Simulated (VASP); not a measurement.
Given:

```xyz
2
Lattice="0.0000 3.0771 3.0771 3.0771 0.0000 3.0771 3.0771 3.0771 0.0000" Properties=species:S:1:pos:R:3 pbc="T T T"
Al     0.0000     0.0000     0.0000
Sb     1.5386     1.5386     1.5386
```

All values below come from PBE GGA with D4 dispersion, VASP's PBE PAW potentials (set 64) (plane waves; VASP 6.6.1). Settings: 520 eV cut-off, Gaussian smearing of 0.050 eV, potentials Al Sb.

Unless said otherwise, spin-orbit coupling is left out, though it shifts the bands of the heavy elements here.

### Question
Give the energies of bands 2 to 7 at the high-symmetry points, in eV from the valence-band maximum.

### Answer

| band | Γ | X | U | L | W |
|---|---|---|---|---|---|
| 2 | 0.00 | -5.50 | -5.30 | -5.40 | -5.27 |
| 3 | 0.00 | -2.18 | -3.24 | -0.91 | -3.03 |
| 4 | 0.00 | -2.18 | -1.84 | -0.91 | -2.72 |
| 5 | 1.55 | 1.23 | 1.69 | 1.32 | 3.96 |
| 6 | 3.10 | 1.44 | 4.06 | 3.73 | 4.42 |
| 7 | 3.10 | 8.72 | 6.79 | 3.73 | 4.55 |

The gap is indirect, 1.21 eV, from the valence maximum at Γ to the conduction minimum at Γ-X at 0.86.

Measured: gap 1.73 eV (computed value off by -0.52 eV), as given by Anna Miglio et al., npj Computational Materials (2020), arXiv:2011.12765 [zero-point renormalisation of 35 meV (experimental, the table's column) added back].

The compound is AlSb in the zinc blende structure. It was relaxed first.
